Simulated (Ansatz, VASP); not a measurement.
# GaSb in VASP and in Ansatz

```
Ga Sb
1.0
     3.49425    0.00000    0.00000
     0.00000    3.49425    0.00000
     0.00000    0.00000    3.49425
Ga Sb
1 1
Cartesian
  0.0000 0.0000 0.0000
  1.7471 1.7471 1.7471
```

Measurements of this composition are mostly on another form, of space group No. 216.

Alike in both runs: task single point; functional PBEsol; k mesh 6 × 6 × 6; occupations gaussian, width 0.05 eV; no spin polarisation.

```csv
,VASP,Ansatz
version,VASP 6.6.1,Ansatz 0.2.0
potentials or method,"VASP PAW PBE potentials, release 64 (Ga_d, Sb)","scalar-relativistic, plane waves, PAW"
plane-wave cutoff (eV),520,420
valence electrons in the cell,18,28
```

Ansatz gave:

```
gap on the k mesh at the Fermi level (eV) : none
pressure (GPa)                            : 2.3
```

Problem. What did VASP give for the same quantities?

Solution. gap on the k mesh at the Fermi level (eV): none; pressure (GPa): 2.4.

A gap of «none» marks a metal or a gap that the smearing closes. With one functional, cell and mesh, what is left measures potentials, basis and numerics. The two sets of potentials don't hold the same shells in valence.

Caveats: the PAW data sets were made with another functional, which shifts forces and pressure a little (VASP). The runs have no spin-orbit coupling, so splittings on Sb are missing.
